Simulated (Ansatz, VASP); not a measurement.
# Mg (Mg strained to the junction's net) in two plane-wave programs

One calculation is typed for both programs; each brings its own data sets. How far apart do they land? The structure shown is the end of the Ansatz relaxation below.

Main program and level: Ansatz 0.2.0; plane waves, with VASP 6.6.1 beside it; single point at PBE.

**1. Set-up**

Symmetry: P6_3/mmc, No. 194, hexagonal system. Conventional cell: a = 3.070 Å, b = 3.070 Å, c = 5.265 Å, α = 90.00°, β = 90.00°, γ = 120.00°. Mg has 12 Mg at 3.07 to 3.17 Å nearest.

**2. Ansatz: relaxation, PBE**

Ansatz runs on its default PAW (the set named soft_2) files.

This run makes the geometry at which the two programs are then compared.

Contents of input.yaml:

```yaml
crystal:
  lattice:
    - [3.07, 0.0, 0.0]
    - [-1.535, 2.6586979896, 0.0]
    - [0.0, 0.0, 5.3266645768]
  atoms:
    - { symbol: Mg, position: [0.0, 0.0, 0.0] }
    - { symbol: Mg, position: [0.3333333333, 0.6666666667, 0.5] }
kpoints:
  mp_grid: { grid: [12, 12, 6] }
scf:
  occupations: { method: fermi_dirac, width: 0.1 }
  max_iter: 150
hamiltonian:
  xc: pbe
relax:
  f_tol: 0.01
  max_steps: 40
  cell: { fix: [a, b, angles] }
```

Command:

```sh
ansatz run input.yaml --threads 4 --pin off --max-ram 10240MiB --backend cpu --events-out ev --progress --plain --runs-dir out
```

Numbers of over 12 decimals in the logs are rounded to 6 here.

Output:

```text
Engine: ansatz 0.2.0, aarch64-unknown-linux-gnu
Pseudopotentials: kind: paw
Pseudopotential: Mg, paw, valence charge 10, recommended cutoff 420 eV (normal), Mg.paw.azcp
Functional definition: PBE
  parameter kappa = 0.804
  parameter beta = 0.066725
  exchange = pbe_x(kappa = kappa, mu = beta*pi^2/3)
  correlation = pbe_c(beta = beta)
Crystal: 2 atoms, lattice volume = 43.477 Å³
Basis set: ecut = 420 eV, 845 PW (Γ), exchange–correlation on 48×48×72 points (8 copies of the dense FFT grid, shifted against one another)
Bands: 14, of which v1, the nominal top of the filled ones, is band 10 counted from 1 (9 counted from 0)
Symmetry: 24 space group operations
Space group: P63/mmc (ITA 194), of the structure as read, at distance tolerance 3.5e-5 Å
k-points: 76 of 864
Non-local potential: Mg, projectors of the file, l = 0: 3, l = 1: 2, l = 2: 1
PAW form: soft (Blöchl's): semilocal exchange-correlation on the pseudo side does not see the compensation charge
PAW one-centre angular grid: Mg, 110 points (default); XC on 64 Gauss nodes
Initial density: superposition of atomic densities (neutral atoms: chi_scale 0, normalization atom), corrected by the library's trained network
Initial wavefunctions: pseudopotential atomic-orbital guess
Functional: x = pbe(κ = 0.804, μ = 0.219515), c = pbe(β = 0.066725)
SCF iter   1: F=—  HF=-3847.570813 eV  |F-HF|=—  |Δ(HF+E_count)|=         —  Δρ=7.40e-4  dr2=2.64e-4  ethr=1.77e-3  ⟨swp⟩=5.1  Hψ=5351  notcnv=0
preconditioner: auto → Kerker (q_TF=auto, 2.397 Å⁻¹)  [metal: Δε(μ)=0.073 eV  Ē_g=7.174 eV  σ=0.100 eV  W_gap=0.18  n_scr=10 (ndim 8)  ℏωp=11.3 eV  f_vac=0.000  D(μ)=1.06/eV (n_scr^D=2)]
SCF iter   2: F=—  HF=-3847.570506 eV  |F-HF|=—  |Δ(HF+E_count)|=   3.07e-4  Δρ=4.34e-4  dr2=8.49e-5  ethr=1.32e-6  ⟨swp⟩=2.6  Hψ=2408  notcnv=0
SCF iter   3: F=—  HF=-3847.570575 eV  |F-HF|=—  |Δ(HF+E_count)|=   6.93e-5  Δρ=1.90e-4  dr2=1.38e-5  ethr=4.25e-7  ⟨swp⟩=2.0  Hψ=1798  notcnv=0
SCF iter   4: F=—  HF=-3847.570571 eV  |F-HF|=—  |Δ(HF+E_count)|=   4.03e-6  Δρ=9.30e-5  dr2=3.18e-6  ethr=6.90e-8  ⟨swp⟩=2.0  Hψ=1754  notcnv=0
SCF iter   5: F=—  HF=-3847.570570 eV  |F-HF|=—  |Δ(HF+E_count)|=   1.45e-6  Δρ=2.26e-5  dr2=1.14e-7  ethr=1.59e-8  ⟨swp⟩=2.0  Hψ=1675  notcnv=0
SCF iter   6: F=-3847.570570 eV  HF=-3847.570570 eV  |F-HF|=1.35e-8  |Δ(HF+E_count)|=   2.92e-8  Δρ=8.28e-6  dr2=2.87e-8  ethr=5.00e-10  ⟨swp⟩=4.0  Hψ=3081  notcnv=0
SCF 1 converged in 6 iterations: F = -3847.570570 eV  dr2 = 2.87e-8
  greatest PAW one-centre occupation: 1.000 electrons in one spin orbital (limit 2), on the Mg atom at site 1 (counted from 0), in its partial waves of l = 0
relax step   1: F+E_penalty+E_count = -3847.57056998 eV  Δ(F+E_penalty+E_count) = +0.000e0 eV  max|allowed force component| = 2.313e-17 eV/Å  Δτ_max = 0.0000 Å  P = +2.509 GPa  Ω = 43.477 Å³  fix = [a, b, alpha, beta, gamma]  reactions: a +4.004, b +4.004 GPa  (6 SCF iters, dr2 threshold 1.00e-7 eV, accepted)
[...]
relax step   2: F+E_penalty+E_count = -3847.57105833 eV  Δ(F+E_penalty+E_count) = -4.884e-4 eV  max|allowed force component| = 2.776e-17 eV/Å  Δτ_max = 0.0000 Å  P = +2.680 GPa  Ω = 43.276 Å³  energy of the carried Pulay correction = +4.353e-6 eV  fix = [a, b, alpha, beta, gamma]  reactions: a +4.164, b +4.164 GPa  (3 SCF iters, dr2 threshold 2.00e-7 eV, accepted)
[...]
relax step   3: F+E_penalty+E_count = -3847.57132254 eV  Δ(F+E_penalty+E_count) = -2.642e-4 eV  max|allowed force component| = 1.018e-16 eV/Å  Δτ_max = 0.0000 Å  P = +2.947 GPa  Ω = 42.973 Å³  energy of the carried Pulay correction = +1.093e-5 eV  fix = [a, b, alpha, beta, gamma]  reactions: a +4.408, b +4.408 GPa  (4 SCF iters, dr2 threshold 2.00e-7 eV, accepted)
[...]
relax step   4: F+E_penalty+E_count = -3847.57131075 eV  Δ(F+E_penalty+E_count) = +1.179e-5 eV  max|allowed force component| = 1.018e-16 eV/Å  Δτ_max = 0.0000 Å  P = +2.947 GPa  Ω = 42.973 Å³  fix = [a, b, alpha, beta, gamma]  reactions: a +4.409, b +4.409 GPa  stress off target by 2.32e-2 GPa on what of the cell is left free  SCF on the basis re-selected at this cell (its energy is not comparable with the rows above)  (5 SCF iters)
basis re-selected at this cell: Δ(F+E_penalty+E_count) = +1.179e-5 eV, ΔP = +0.000 GPa vs the last step (what re-selecting the basis moved, of the pressure what is left beyond the Pulay correction that the steps carried, after the strain that the cell walked since its last selection, with what the two solves' SCF thresholds leave and, on support functions, any second-order correction that the steps lacked; it is no m [...]
SCF converged after 5 iterations
Free energy (F): -3847.571311 eV
Harris-Foulkes:  -3847.571311 eV  (|F-HF|=0.00e0)
Internal energy: -3847.539638 eV  (E = F + TS)
E sigma→0 (E₀):  -3847.555474 eV
Entropy (-TS):   -0.031673 eV (-15.837 meV/atom)
Fermi energy:    6.214760 eV
--- Per-component energies (eV) ---
  E_band       = -702.558588
  E_kinetic    = 150.609043
  E_local      = -3189.269523  (includes V_loc(G=0)·N_el)
  E_nonlocal   = 191.393995
  E_hartree    = 1137.227714
  E_xc         = -57.383405
  E_vxc        = -74.052269  (∫ρ·V_xc dr)
  E_paw        = -584.661479  (= ΣΔE_a)
  E_vpaw       = -55.695264  (= ΣTr[D̂ρ^β])
  E_aug_tail   = -0.000005  (compensation charges beyond the density's cutoff)
  E_ewald      = -1495.455978
  E_smearing   = -0.031673  (= −TS)
  E_closure    = -0.000000  (closes the sum)
  Σ components = -3847.571311   (vs F -3847.571311, Δ=0.00e0)
--- Forces (eV/Å), atoms counted from 1 ---
  atom   1  Mg    -0.00000000     0.00000000     0.00000000
  atom   2  Mg    -0.00000000    -0.00000000    -0.00000000
  max |Σ_I F_I| component: 1.39e-17 eV/Å
--- Stress (GPa, compression-positive) ---
        4.408514       0.000000       0.000000
        0.000000       4.408514       0.000000
        0.000000       0.000000       0.023210
  P = ⅓ Tr σ = 2.9467 GPa (29.467 kbar)
--- Relaxed structure (3 steps of the walk, 3 accepted, 1 SCFs on fresh bases) ---
  F+E_penalty+E_count = -3847.57131075 eV   max|allowed force component| = 1.018e-16 eV/Å   (the final SCF, on the basis selected at the relaxed cell)
  cell:  # Å, volume = 42.9731 Å³
    - [3.070000, 0, 0.0]
    - [-1.535000, 2.658698, 0.0]
    - [0.0, 0.0, 5.264889]
  atoms:
    - { symbol: Mg, position: [9.251858539620032e-18, -5.0885221963063393e-17, 0.0] }
    - { symbol: Mg, position: [0.333333, 0.666667, 0.5] }
```

**3. VASP: single point, PBE**

The same cell, functional, mesh and smearing now go to VASP, with its own data sets.

Lines of VASP's logs that name or quote its potential files are left out, and so is its time.

Contents of INCAR:

```
SYSTEM = Mg
PREC = Accurate
ENCUT = 600
EDIFF = 1E-06
NELM = 120
ISMEAR = -1
SIGMA = 0.1
LREAL = .FALSE.
ALGO = Normal
GGA = PE
NBANDS = 8
LORBIT = 11
LWAVE = .FALSE.
LCHARG = .FALSE.
ISIF = 2
LASPH = .TRUE.
GGA_COMPAT = .FALSE.
```

Contents of POSCAR:

```
Mg
1.0
    3.0700000000      0.0000000000      0.0000000000
   -1.5350000000      2.6586979896      0.0000000000
    0.0000000000      0.0000000000      5.2648887187
Mg
2
Direct
    0.0000000000      0.0000000000      0.0000000000
    0.3333333333      0.6666666667      0.5000000000
```

Contents of KPOINTS:

```
Automatic mesh
0
Gamma
12 12 6
0 0 0
```

The projector-augmented-wave data sets are Mg (PBE family, release 64).

Command:

```sh
mpirun -np 1 vasp_std
```

Output:

```text
[banner, memory and clock lines left out]
running    1 mpi-ranks, on    1 nodes
 distrk:  each k-point on    1 cores,    1 groups
 distr:  one band on    1 cores,    1 groups

 POSCAR found type information on POSCAR Mg
 POSCAR found :  1 types and       2 ions
 LDA part: xc-table for (Slater+PW92), standard interpolation
 POSCAR, INCAR and KPOINTS ok, starting setup
 FFT: planning ... GRIDC
 FFT: planning ... GRID_SOFT
 FFT: planning ... GRID
 WAVECAR not read
 entering main loop
       N       E                     dE             d eps       ncg     rms          rms(c)
DAV:   1     0.682918644023E-01    0.68292E-01   -0.15472E+03  1240   0.397E+02
DAV:   2    -0.298026773427E+01   -0.30486E+01   -0.30049E+01  1712   0.262E+01
DAV:   3    -0.299516042648E+01   -0.14893E-01   -0.14854E-01  1600   0.230E+00
DAV:   4    -0.299519971046E+01   -0.39284E-04   -0.39282E-04  1744   0.986E-02
DAV:   5    -0.299519983275E+01   -0.12229E-06   -0.12246E-06  1568   0.413E-03    0.944E-01
DAV:   6    -0.298860544390E+01    0.65944E-02   -0.52165E-04  1496   0.198E-01    0.604E-01
DAV:   7    -0.298129390933E+01    0.73115E-02   -0.18936E-03  1296   0.338E-01    0.325E-02
DAV:   8    -0.298129970328E+01   -0.57939E-05   -0.16224E-05  1936   0.262E-02    0.689E-03
DAV:   9    -0.298129881610E+01    0.88718E-06   -0.98458E-07  1304   0.547E-03
   1 F= -.29812988E+01 E0= -.29654883E+01  d E =-.316211E-01
```

OUTCAR, selected parts (step 3):

```text
ion  position               nearest neighbor table
   1  0.000  0.000  0.000-   2 3.17   2 3.17   2 3.17   2 3.17   2 3.17   2 3.17
   2  0.333  0.667  0.500-   1 3.17   1 3.17   1 3.17   1 3.17   1 3.17   1 3.17

  LATTYP: Found a hexagonal cell.
 ALAT       =     3.0700000000
 C/A-ratio  =     1.7149474654

 Subroutine GETGRP returns: Found 24 space group operations
 (whereof 12 operations were pure point group operations)

The static configuration has the point symmetry D_3h.
 The point group associated with its full space group is D_6h.

 Found     76 irreducible k-points:

   k-points           NKPTS =     76   k-points in BZ     NKDIM =     76   number of bands    NBANDS=      8

   dimension x,y,z NGX =    28 NGY =   28 NGZ =   42
   dimension x,y,z NGXF=    56 NGYF=   56 NGZF=   84

   ENCUT  =  600.0 eV  44.10 Ry    6.64 a.u.   6.13  6.13 10.52*2*pi/ulx,y,z

   NELECT =       4.0000    total number of electrons

 k-points in reciprocal lattice and weights: Automatic mesh
   0.00000000  0.00000000  0.00000000       0.001
   0.08333333  0.00000000  0.00000000       0.007
   0.16666667  0.00000000  0.00000000       0.007
   0.25000000  0.00000000  0.00000000       0.007
   0.33333333  0.00000000  0.00000000       0.007
   0.41666667  0.00000000  0.00000000       0.007
   0.50000000  0.00000000  0.00000000       0.003
   0.08333333  0.08333333  0.00000000       0.007
   0.16666667  0.08333333  0.00000000       0.014
[...]
0.33333333  0.25000000  0.50000000       0.014
   0.33333333  0.33333333  0.50000000       0.002

 average (electrostatic) potential at core
       1 -38.7677       2 -38.7677

 E-fermi :   2.9898

 k-point     1 :       0.0000    0.0000    0.0000
  band No.  band energies     occupation
      1      -4.2337      2.00000
      2       0.9132      2.00000
      3       1.2379      2.00000
      4      14.6282      0.00000
      5      14.9197      0.00000
      6      14.9197      0.00000
      7      15.3018      0.00000
      8      15.3018      0.00000

 k-point     2 :       0.0833    0.0000    0.0000
  band No.  band energies     occupation
      1      -4.0855      2.00000
      2       1.0484      2.00000
      3       1.3821      2.00000
      4      12.5306      0.00000
      5      13.7935      0.00000
      6      14.3453      0.00000
      7      15.3910      0.00000
      8      16.5351      0.00000

 k-point     3 :       0.1667    0.0000    0.0000
  band No.  band energies     occupation
      1      -3.6423      2.00000
      2       1.4542      2.00000
      3       1.8094      1.99999
      4       9.8472      0.00000
      5      12.7174      0.00000
      6      13.0150      0.00000
      7      14.5275      0.00000
      8      14.9754      0.00000

  Total        1.1508366      1.1508366     -0.0285355     -0.0000000      0.0000000      0.0000000
  in kB       42.9069508     42.9069508     -1.0638977     -0.0000000      0.0000000      0.0000000
  external PRESSURE =      28.2500013 kB  Pullay stress =       0.0000000 kB

  energy-cutoff  :      600.00
  volume of cell :       42.97
      direct lattice vectors                 reciprocal lattice vectors
     3.070000000  0.000000000  0.000000000     0.325732899  0.188061977  0.000000000
    -1.535000000  2.658697990  0.000000000     0.000000000  0.376123954  0.000000000
     0.000000000  0.000000000  5.264888719     0.000000000  0.000000000  0.189937538

 POSITION                                       TOTAL-FORCE (eV/Angst)
 -----------------------------------------------------------------------------------
      0.00000      0.00000      0.00000        -0.000000     -0.000000      0.000000
     -0.00000      1.77247      2.63244         0.000000      0.000000      0.000000
 -----------------------------------------------------------------------------------
    total drift:                               -0.000000      0.000000      0.000000

  FREE ENERGIE OF THE ION-ELECTRON SYSTEM (eV)
  ---------------------------------------------------
  free  energy   TOTEN  =        -2.9812988161 eV

  energy  without entropy=       -2.9496777510  energy(sigma->0) =       -2.96548828

 total charge
# of ion       s       p       d       tot
------------------------------------------
    1        0.213   0.138   0.013   0.364
    2        0.213   0.138   0.013   0.364
--------------------------------------------------
tot          0.426   0.276   0.026   0.728

[... 3 further parts left out ...]
```

The run ends at a pressure of 2.83 GPa.

**4. Comparison**

Known differences besides the potentials themselves: the data sets hold 20 valence electrons in Ansatz (on its default PAW (the set named soft_2) files) and 4 in VASP; the cutoff is 420 eV in Ansatz and 600 eV in VASP; Ansatz's pressure holds a Pulay correction, VASP's none. Total energies have different zeros and are not compared.

Compared:

```csv
quantity,Ansatz,VASP,difference
pressure (GPa),2.95,2.83,+0.12
```

**5. Results**

```yaml
difference_in_pressure_single_point_pbe: 0.12 GPa
```

In words: The difference in pressure is 0.12 GPa (single point, PBE), within the 1 GPa picked in this series as the mark of a large difference. The data sets hold unlike numbers of valence electrons (20 in Ansatz and 4 in VASP), so part of the differences comes from the potentials. How closely two codes agree says nothing of how well the functional describes the real material.

[Lines on the potential files, build, host, timing and source positions are cut from VASP's logs without a mark.]

[Logs are printed without paths, hosts, clocks, repeated set-up lines and the standing remarks that a program may print on its own settings, such as how far it seeks lower states.]

[Hosts, paths, dates, database ids (printed as entryN), source tags and the programs' standing remarks are cut or masked in the printed files.]
